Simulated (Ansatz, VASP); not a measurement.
# Cross-check of NaCl between VASP and Ansatz

Aim: how closely do two programs agree when they are given the same cell, functional and k mesh?

Calculated with Ansatz 0.2.0; plane waves, with VASP 6.6.1 beside it; relaxation of cell and atoms at PBEsol.

The database entry behind the starting cell differs from later determinations by our own check (an axis about 0.4 % short against later determinations), so it need not match the best structure at ambient conditions.

### 1. Set-up

Symmetry: Fm-3m, No. 225, cubic system. Conventional cell: a = 5.620 Å, b = 5.620 Å, c = 5.620 Å, α = 90.00°, β = 90.00°, γ = 90.00°. Nearest to Na lie 6 Cl at 2.81 Å. Cl has 6 Na at 2.81 Å nearest. Farther neighbours and most contacts between anions are not listed.

### 2. Ansatz: relaxation of cell and atoms, PBEsol

Ansatz runs on its default PAW (the set named soft_2) files.

The relaxed volume is the usual yardstick between codes: its relative difference is about their pressure difference at one cell divided by the bulk modulus.

input.yaml reads:

```yaml
crystal:
  lattice:
    - [0.0, 2.81, 2.81]
    - [2.81, 0.0, 2.81]
    - [2.81, 2.81, 0.0]
  atoms:
    - { symbol: Na, position: [0.0, 0.0, 0.0] }
    - { symbol: Cl, position: [0.5, 0.5, 0.5] }
hamiltonian:
  xc: pbesol
  pseudopotentials: { kind: paw }
kpoints:
  mp_grid: { grid: [7, 7, 7] }
scf:
  occupations: { method: fermi_dirac, width: 0.05 }
relax:
  f_tol: 0.01
  max_steps: 60
  cell: { stress_tol: 0.05 }
output:
  forces: true
  stress: true
  write_density: true
  write_potential: true
  elf: true
  volumetric_format: npy
```

On the command line:

```sh
ansatz run input.yaml --threads 4 --pin off --max-ram 9216MiB --backend cpu --events-out ev --progress --plain --runs-dir out
```

Numbers of over 12 decimals in the logs are rounded to 6 here.

Log:

```text
Engine: ansatz 0.2.0, aarch64-unknown-linux-gnu
Pseudopotentials: kind: paw
Pseudopotential: Na, paw, valence charge 9, recommended cutoff 420 eV (normal), Na.paw.azcp
Pseudopotential: Cl, paw, valence charge 7, recommended cutoff 420 eV (normal), Cl.paw.azcp
Functional definition: PBEsol
  exchange = pbesol_x
  correlation = pbesol_c
Crystal: 2 atoms, lattice volume = 44.376 Å³
Basis set: ecut = 420 eV, 893 PW (Γ), exchange–correlation on 54×54×54 points (8 copies of the dense FFT grid, shifted against one another)
Bands: 12, of which v1, the nominal top of the filled ones, is band 8 counted from 1 (7 counted from 0)
Symmetry: 48 space group operations
Space group: Fm-3m (ITA 225), of the structure as read, at distance tolerance 3.5e-5 Å
k-points: 20 of 343
Non-local potential: Na, projectors of the file, l = 0: 3, l = 1: 2, l = 2: 1
Non-local potential: Cl, projectors of the file, l = 0: 2, l = 1: 2, l = 2: 2
PAW form: soft (Blöchl's): semilocal exchange-correlation on the pseudo side does not see the compensation charge
PAW frozen core: Na, regenerated for the run's functional, and the local potential with it (the file was generated under x = pbe(κ = 0.804, μ = 0.219515), c = pbe(β = 0.066725))
PAW frozen core: Cl, regenerated for the run's functional, and the local potential with it (the file was generated under x = pbe(κ = 0.804, μ = 0.219515), c = pbe(β = 0.066725))
PAW one-centre angular grid: Na, 110 points (default); XC on 64 Gauss nodes
PAW one-centre angular grid: Cl, 110 points (default); XC on 64 Gauss nodes
Initial density: superposition of atomic densities (neutral atoms: chi_scale 0, normalization atom), corrected by the library's trained network
Initial wavefunctions: pseudopotential atomic-orbital guess
Functional: x = pbesol(κ = 0.804, μ = 0.123457), c = pbesol(β = 0.046)
SCF iter   1: F=—  HF=-2540.289165 eV  |F-HF|=—  |Δ(HF+E_count)|=         —  Δρ=2.82e-3  dr2=3.75e-3  ethr=1.77e-3  ⟨swp⟩=5.7  Hψ=1411  notcnv=0
preconditioner: auto → none  [insulator: Δε(μ)=4.919 eV  Ē_g=20.723 eV  σ=0.050 eV  W_gap=1.00  n_scr=14 (ndim 8)  ℏωp=20.9 eV  f_vac=0.032  D(μ)=0.00/eV (n_scr^D=0)  ε∞_Penn≈2.0]
SCF iter   2: F=—  HF=-2540.286513 eV  |F-HF|=—  |Δ(HF+E_count)|=   2.65e-3  Δρ=1.24e-3  dr2=9.05e-4  ethr=2.35e-5  ⟨swp⟩=2.8  Hψ=542  notcnv=0
SCF iter   3: F=—  HF=-2540.286483 eV  |F-HF|=—  |Δ(HF+E_count)|=   2.96e-5  Δρ=8.91e-4  dr2=5.02e-4  ethr=5.65e-6  ⟨swp⟩=2.0  Hψ=320  notcnv=0
SCF iter   4: F=—  HF=-2540.286312 eV  |F-HF|=—  |Δ(HF+E_count)|=   1.71e-4  Δρ=2.40e-4  dr2=3.17e-5  ethr=3.14e-6  ⟨swp⟩=2.0  Hψ=298  notcnv=0
SCF iter   5: F=—  HF=-2540.286336 eV  |F-HF|=—  |Δ(HF+E_count)|=   2.30e-5  Δρ=3.45e-5  dr2=9.66e-7  ethr=1.98e-7  ⟨swp⟩=2.0  Hψ=320  notcnv=0
SCF iter   6: F=-2540.286335 eV  HF=-2540.286335 eV  |F-HF|=1.88e-8  |Δ(HF+E_count)|=   1.79e-7  Δρ=7.24e-6  dr2=4.25e-8  ethr=6.25e-10  ⟨swp⟩=6.0  Hψ=1276  notcnv=0
SCF 1 converged in 6 iterations: F = -2540.286335 eV  dr2 = 4.25e-8
  greatest PAW one-centre occupation: 0.999 electrons in one spin orbital (limit 2), on the Na atom at site 0 (counted from 0), in its partial waves of l = 0
relax step   1: F+E_penalty+E_count = -2540.28633533 eV  Δ(F+E_penalty+E_count) = +0.000e0 eV  max|allowed force component| = 3.657e-30 eV/Å  Δτ_max = 0.0000 Å  P = -0.242 GPa  Ω = 44.376 Å³  (6 SCF iters, dr2 threshold 1.00e-7 eV, accepted)
[...]
relax step   2: F+E_penalty+E_count = -2540.28662448 eV  Δ(F+E_penalty+E_count) = -2.891e-4 eV  max|allowed force component| = 2.243e-30 eV/Å  Δτ_max = 0.0000 Å  P = -0.085 GPa  Ω = 44.097 Å³  energy of the carried Pulay correction = +3.839e-6 eV  (4 SCF iters, dr2 threshold 1.47e-7 eV, accepted)
[...]
relax step   3: F+E_penalty+E_count = -2540.28666488 eV  Δ(F+E_penalty+E_count) = -4.040e-5 eV  max|allowed force component| = 1.274e-30 eV/Å  Δτ_max = 0.0000 Å  P = +0.002 GPa  Ω = 43.949 Å³  energy of the carried Pulay correction = +5.888e-6 eV  (4 SCF iters, dr2 threshold 1.79e-8 eV, accepted)
[...]
relax step   4: F+E_penalty+E_count = -2540.28665940 eV  Δ(F+E_penalty+E_count) = +5.487e-6 eV  max|allowed force component| = 4.006e-30 eV/Å  Δτ_max = 0.0000 Å  P = +0.002 GPa  Ω = 43.949 Å³  stress off target by 2.01e-3 GPa  SCF on the basis re-selected at this cell (its energy is not comparable with the rows above)  (6 SCF iters)
basis re-selected at this cell: Δ(F+E_penalty+E_count) = +5.487e-6 eV, ΔP = +0.000 GPa vs the last step (what re-selecting the basis moved, of the pressure what is left beyond the Pulay correction that the steps carried, after the strain that the cell walked since its last selection, with what the two solves' SCF thresholds leave and, on support functions, any second-order correction that the steps lacked; it is no m [...]
SCF converged after 6 iterations
Free energy (F): -2540.286659 eV
Harris-Foulkes:  -2540.286659 eV  (|F-HF|=8.64e-12)
Internal energy: -2540.286659 eV  (E = F + TS)
E sigma→0 (E₀):  -2540.286659 eV
Fermi energy:    3.771339 eV
--- Per-component energies (eV) ---
  E_band       = -231.445806
  E_kinetic    = 282.627559
  E_local      = -1519.363831  (includes V_loc(G=0)·N_el)
  E_nonlocal   = 144.823246
  E_hartree    = 534.336939
  E_xc         = -145.002373
  E_vxc        = -171.859628  (∫ρ·V_xc dr)
  E_paw        = -895.323281  (= ΣΔE_a)
  E_vpaw       = -36.347119  (= ΣTr[D̂ρ^β])
  E_aug_tail   = 0.000080  (compensation charges beyond the density's cutoff)
  E_ewald      = -942.518125
  E_core_change = 0.133126  (= ΣΔE_core)
  E_smearing   = -0.000000  (= −TS)
  E_closure    = 0.000000  (closes the sum)
  Σ components = -2540.286659   (vs F -2540.286659, Δ=0.00e0)
--- Forces (eV/Å), atoms counted from 1 ---
  atom   1  Na    -0.00000000     0.00000000     0.00000000
  atom   2  Cl     0.00000000    -0.00000000    -0.00000000
  max |Σ_I F_I| component: 7.77e-30 eV/Å
--- Stress (GPa, compression-positive) ---
        0.002012      -0.000000      -0.000000
       -0.000000       0.002012      -0.000000
       -0.000000      -0.000000       0.002012
  P = ⅓ Tr σ = 0.0020 GPa (0.020 kbar)
--- Band table (eV; the first three rows and the last of 20) ---
  k-point 0: bands = [... 4 lower, -11.4845, 1.2036, 1.2036, 1.2036, 6.2144, 12.1179, 12.1179, 12.1179]
  k-point 1: bands = [... 4 lower, -11.4193, 0.7093, 1.1480, 1.1480, 6.8603, 11.4724, 12.3578, 12.3578]
  k-point 2: bands = [... 4 lower, -11.2675, -0.1665, 1.0279, 1.0279, 7.9227, 11.0701, 12.3549, 12.3549]
  k-point 19: bands = [... 4 lower, -11.0577, -0.1347, -0.0645, 0.5520, 9.8862, 10.3697, 11.1131, 12.8594]
--- Relaxed structure (3 steps of the walk, 3 accepted, 1 SCFs on fresh bases) ---
  F+E_penalty+E_count = -2540.28665940 eV   max|allowed force component| = 4.006e-30 eV/Å   (the final SCF, on the basis selected at the relaxed cell)
  cell:  # Å, volume = 43.9491 Å³
    - [0, 2.800958, 2.800958]
    - [2.800958, 0, 2.800958]
    - [2.800958, 2.800958, 0]
  atoms:
    - { symbol: Na, position: [0, 0, 0] }
    - { symbol: Cl, position: [0.5, 0.5, 0.5] }
```

Elapsed: 1.3 s, on 4 threads of Arm Neoverse V2, shared host; peak memory 0.29 GiB; 3.1 s of CPU time.

### 3. VASP: relaxation of cell and atoms, PBEsol

The same cell, functional, mesh and smearing now go to VASP, with its own data sets and cutoff.

Lines of VASP's logs that name or quote its potential files are left out, and so is its time.

INCAR reads:

```
SYSTEM = NaCl
PREC = Accurate
ENCUT = 520
EDIFF = 1E-06
NELM = 100
ISMEAR = -1
SIGMA = 0.05
LREAL = .FALSE.
ALGO = Normal
GGA = PS
NBANDS = 13
LORBIT = 11
LWAVE = .FALSE.
LCHARG = .FALSE.
KPAR = 2
IBRION = 2
NSW = 60
ISIF = 3
EDIFFG = -0.01
```

POSCAR reads:

```
NaCl
1.0
    0.0000000000      2.8100000000      2.8100000000
    2.8100000000      0.0000000000      2.8100000000
    2.8100000000      2.8100000000      0.0000000000
Na Cl
1 1
Direct
    0.0000000000      0.0000000000      0.0000000000
    0.5000000000      0.5000000000      0.5000000000
```

KPOINTS reads:

```
Automatic mesh
0
Gamma
7 7 7
0 0 0
```

Potentials, in the order of the species: Na_pv and Cl (PBE family, release 64).

On the command line:

```sh
mpirun -np 2 vasp_std
```

Log:

```text
[banner, memory and clock lines left out]
running    2 mpi-ranks, on    1 nodes
 distrk:  each k-point on    1 cores,    2 groups
 distr:  one band on    1 cores,    1 groups

 POSCAR found type information on POSCAR NaCl
 POSCAR found :  2 types and       2 ions
|                                                                             |
|               ----> ADVICE to this user running VASP <----                  |
|                                                                             |
|     You enforced a specific xc type in the INCAR file but a different       |
|     [... a line on the potential file left out ...]
|     I HOPE YOU KNOW WHAT YOU ARE DOING!                                     |
|                                                                             |

 LDA part: xc-table for (Slater+PW92), standard interpolation
 POSCAR, INCAR and KPOINTS ok, starting setup
 FFT: planning ... GRIDC
 FFT: planning ... GRID_SOFT
 FFT: planning ... GRID
 WAVECAR not read
 entering main loop
       N       E                     dE             d eps       ncg     rms          rms(c)
DAV:   1     0.999216362888E+02    0.99922E+02   -0.72300E+03   520   0.108E+03
DAV:   2     0.191568651375E+01   -0.98006E+02   -0.90416E+02   551   0.276E+02
DAV:   3    -0.699774714525E+01   -0.89134E+01   -0.88432E+01   690   0.794E+01
DAV:   4    -0.715802513315E+01   -0.16028E+00   -0.16022E+00   550   0.114E+01
DAV:   5    -0.716121878406E+01   -0.31937E-02   -0.31935E-02   704   0.164E+00    0.191E+00
DAV:   6    -0.700524225602E+01    0.15598E+00   -0.26889E-01   628   0.377E+00    0.138E+00
DAV:   7    -0.699465526148E+01    0.10587E-01   -0.63645E-02   680   0.174E+00    0.921E-01
DAV:   8    -0.699818912942E+01   -0.35339E-02   -0.74920E-03   540   0.844E-01    0.263E-01
DAV:   9    -0.699811006286E+01    0.79067E-04   -0.17709E-04   640   0.110E-01    0.177E-01
DAV:  10    -0.699815163300E+01   -0.41570E-04   -0.34203E-04   580   0.121E-01    0.632E-02
DAV:  11    -0.699813856138E+01    0.13072E-04   -0.25983E-05   635   0.380E-02    0.228E-02
DAV:  12    -0.699813732561E+01    0.12358E-05   -0.50439E-06   575   0.139E-02    0.196E-03
DAV:  13    -0.699813748198E+01   -0.15637E-06   -0.84581E-08   330   0.238E-03
   1 F= -.69981375E+01 E0= -.69981375E+01  d E =-.699814E+01
 curvature:   0.00 expect dE= 0.000E+00 dE for cont linesearch  0.000E+00
 trial: gam= 0.00000 g(F)=  0.821E-63 g(S)=  0.276E-03 ort = 0.000E+00 (trialstep = 0.100E+01)
 search vector abs. value=  0.276E-03
 bond charge predicted
       N       E                     dE             d eps       ncg     rms          rms(c)
DAV:   2    -0.699861702149E+01    0.14683E-02   -0.22204E-03   615   0.455E-01    0.110E-01
DAV:   3    -0.699836738081E+01    0.24964E-03   -0.54513E-04   620   0.242E-01    0.528E-02
DAV:   4    -0.699834649484E+01    0.20886E-04   -0.17431E-05   754   0.469E-02    0.451E-03
DAV:   5    -0.699834598183E+01    0.51302E-06   -0.20197E-06   510   0.116E-02
   2 F= -.69983460E+01 E0= -.69983460E+01  d E =-.208500E-03
 trial-energy change:   -0.000208  1 .order   -0.000183   -0.000276   -0.000091
 step:   1.2454(harm=  1.4941)  dis= 0.00000  next Energy=    -6.998358 (dE=-0.220E-03)
 bond charge predicted
       N       E                     dE             d eps       ncg     rms          rms(c)
DAV:   1    -0.699847954730E+01   -0.13305E-03   -0.22455E-03   610   0.644E-01    0.658E-02
DAV:   2    -0.699838978724E+01    0.89760E-04   -0.13183E-04   615   0.111E-01    0.269E-02
DAV:   3    -0.699837550823E+01    0.14279E-04   -0.32594E-05   620   0.592E-02    0.131E-02
DAV:   4    -0.699837554931E+01   -0.41086E-07   -0.86606E-07   320   0.117E-02
   3 F= -.69983755E+01 E0= -.69983755E+01  d E =-.238067E-03
 curvature:  -0.56 expect dE=-0.132E-04 dE for cont linesearch -0.132E-04
 trial: gam=-0.20718 g(F)=  0.217E-62 g(S)=  0.237E-04 ort = 0.808E-04 (trialstep = 0.105E+01)
 search vector abs. value=  0.203E-05
 reached required accuracy - stopping structural energy minimisation
```

OUTCAR, selected parts (step 3):

```text
ion  position               nearest neighbor table
   1  0.000  0.000  0.000-
   2  0.500  0.500  0.500-

  LATTYP: Found a face centered cubic cell.
 ALAT       =     5.6200000000

 Subroutine GETGRP returns: Found 48 space group operations
 (whereof 48 operations were pure point group operations)

The static configuration has the point symmetry O_h .

 Found     20 irreducible k-points:

   k-points           NKPTS =     20   k-points in BZ     NKDIM =     20   number of bands    NBANDS=     13

   dimension x,y,z NGX =    30 NGY =   30 NGZ =   30
   dimension x,y,z NGXF=    60 NGYF=   60 NGZF=   60

   ENCUT  =  520.0 eV  38.22 Ry    6.18 a.u.   7.39  7.39  7.39*2*pi/ulx,y,z

   NELECT =      14.0000    total number of electrons

 k-points in reciprocal lattice and weights: Automatic mesh
   0.00000000  0.00000000  0.00000000       0.003
   0.14285714  0.00000000  0.00000000       0.023
   0.28571429  0.00000000  0.00000000       0.023
   0.42857143  0.00000000  0.00000000       0.023
   0.14285714  0.14285714  0.00000000       0.017
   0.28571429  0.14285714  0.00000000       0.070
   0.42857143  0.14285714  0.00000000       0.070
  -0.42857143  0.14285714  0.00000000       0.070
  -0.28571429  0.14285714  0.00000000       0.070
[...]
-0.42857143  0.42857143  0.14285714       0.070
  -0.28571429  0.42857143  0.14285714       0.070

 average (electrostatic) potential at core
       1 -46.9925       2 -93.6089

 E-fermi :   0.3589

 k-point     1 :       0.0000    0.0000    0.0000
  band No.  band energies     occupation
    ...
      3     -21.3116      2.00000
      4     -13.3721      2.00000
      5      -0.6904      2.00000
      6      -0.6904      2.00000
      7      -0.6904      2.00000
      8       4.3012      0.00000
      9      10.3225      0.00000
     10      10.3225      0.00000
     11      10.3225      0.00000
     12      12.5644      0.00000
    ...

 k-point     2 :       0.1429    0.0000    0.0000
  band No.  band energies     occupation
    ...
      3     -21.3120      2.00000
      4     -13.3070      2.00000
      5      -1.1829      2.00000
      6      -0.7456      2.00000
      7      -0.7456      2.00000
      8       4.9461      0.00000
      9       9.6436      0.00000
     10      10.5645      0.00000
     11      10.5645      0.00000
     12      12.2591      0.00000
    ...

 k-point     3 :       0.2857    0.0000    0.0000
  band No.  band energies     occupation
    ...
      3     -21.3130      2.00000
      4     -13.1553      2.00000
      5      -2.0553      2.00000
      6      -0.8648      2.00000
      7      -0.8648      2.00000
      8       6.0162      0.00000
      9       9.2005      0.00000
     10      10.5571      0.00000
     11      10.5571      0.00000
     12      12.8036      0.00000
    ...

  Total       -0.0180911     -0.0180911     -0.0180911      0.0000000     -0.0000000      0.0000000
  in kB       -0.6568188     -0.6568188     -0.6568188      0.0000000     -0.0000000      0.0000000
  external PRESSURE =      -0.6568188 kB  Pullay stress =       0.0000000 kB

  energy-cutoff  :      520.00
  volume of cell :       44.13
      direct lattice vectors                 reciprocal lattice vectors
     0.000000000  2.804789273  2.804789273    -0.178266512  0.178266512  0.178266512
     2.804789273  0.000000000  2.804789273     0.178266512 -0.178266512  0.178266512
     2.804789273  2.804789273  0.000000000     0.178266512  0.178266512 -0.178266512

 POSITION                                       TOTAL-FORCE (eV/Angst)
 -----------------------------------------------------------------------------------
      0.00000      0.00000      0.00000        -0.000000      0.000000     -0.000000
      2.80479      2.80479      2.80479         0.000000     -0.000000      0.000000
 -----------------------------------------------------------------------------------
    total drift:                               -0.000000      0.000000      0.000000

  FREE ENERGIE OF THE ION-ELECTRON SYSTEM (eV)
  ---------------------------------------------------
  free  energy   TOTEN  =        -6.9983755493 eV

  energy  without entropy=       -6.9983755492  energy(sigma->0) =       -6.99837555

 reached required accuracy - stopping structural energy minimisation

 total charge
# of ion       s       p       d       tot
------------------------------------------
    1        0.044   5.982   0.000   6.026
    2        1.578   3.557   0.000   5.135
--------------------------------------------------
tot          1.622   9.539   0.000  11.161

[... 3 further parts left out ...]
```

CONTCAR:

```
NaCl
   1.00000000000000
     0.0000000000000000    2.8047892734179141    2.8047892734179141
     2.8047892734179141    0.0000000000000000    2.8047892734179141
     2.8047892734179141    2.8047892734179141    0.0000000000000000
  Na              Cl
     1     1
Direct
     0.0000000000000000    0.0000000000000000    0.0000000000000000
     0.5000000000000000    0.5000000000000000    0.5000000000000000
```

### 4. Side by side

Known differences besides the potentials themselves: both relaxations stop at a tolerance, which leaves soft axes loose, and VASP keeps its plane-wave basis; the data sets hold 16 valence electrons in Ansatz (default PAW (the set named soft_2) files) and 14 in VASP; the cutoff is 420 eV in Ansatz and 520 eV in VASP; Ansatz makes its cores anew for this functional, VASP keeps those of its PBE data sets; VASP leaves aspherical gradient terms in its spheres out (LASPH is not set), Ansatz keeps them; Ansatz adds a Pulay correction to the stress that steers its cell, VASP none. Total energies have different zeros and are not compared.

Compared:

| quantity | Ansatz | VASP | difference |
| --- | --- | --- | --- |
| volume (Å³) | 43.95 | 44.13 | -0.41 % |
| edge a after relaxation, in the typed setting (Å) | 3.961 | 3.967 | -0.14 % |

The walks stopped with 0.00 GPa left in Ansatz and -0.07 GPa in VASP; each walk ends within a tolerance, so the volume difference is uncertain by about these residues over the bulk modulus, most in soft cells.

### 5. Summary of results

| Quantity | Value |
| --- | --- |
| difference in volume (relaxation of cell and atoms, PBEsol) | -0.41 % |

In words: The difference in volume is -0.41 % (relaxation of cell and atoms, PBEsol), within the 1.2 % picked in this series as the mark of a large difference, as far as the stopping tolerances let one tell. How closely two codes agree says nothing of how well the functional describes the real material.

[Lines on the potential files, build, host, timing and source positions are cut from VASP's logs without a mark.]

[Logs are printed without paths, hosts, clocks, repeated set-up lines and the standing remarks that a program may print on its own settings, such as how far it seeks lower states.]

[Hosts, paths, dates, database ids (printed as entryN), source tags and the programs' standing remarks are cut or masked in the printed files.]
